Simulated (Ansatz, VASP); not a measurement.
SiC: VASP beside Ansatz

```
CELL_PARAMETERS angstrom
2.92795 0.00000 0.00000
-1.46397 2.53568 0.00000
0.00000 0.00000 5.20559
ATOMIC_POSITIONS crystal
Si 0.33333 0.66667 0.00926
Si 0.66667 0.33333 0.50926
C 0.33333 0.66667 0.37574
C 0.66667 0.33333 0.87574
```

Alike in both runs: functional PBE; k mesh 12 × 12 × 6; occupations gaussian, width 0.05 eV; no spin polarisation.

Ansatz relaxed the structure, and its values are those at the end. VASP's run is a single point on that final structure, the one shown.

```csv
,VASP,Ansatz
version,VASP 6.6.1,Ansatz 0.2.0
potentials or method,"VASP PAW PBE potentials, release 64 (Si, C)","scalar-relativistic, plane waves, PAW"
plane-wave cutoff (eV),520,520
valence electrons in the cell,16,16
```

Ansatz gave:

* gap on the k mesh at the Fermi level (eV): 1.41
* least direct gap on the mesh (eV): 4.27
* pressure (GPa): 21.6
* rms of the force components (eV/Å): 0.001

**Question.** Which values does VASP return?

**Answer.** gap on the k mesh at the Fermi level (eV): 1.40; least direct gap on the mesh (eV): 4.26; pressure (GPa): 21.5; rms of the force components (eV/Å): 0.003.

Ansatz warned: «stress_scf_threshold_loose».

Caveats: so large a pressure means that the cell lies far from this level's equilibrium, or that cutoff or potentials fall short (VASP). A k mesh can miss the band edges.
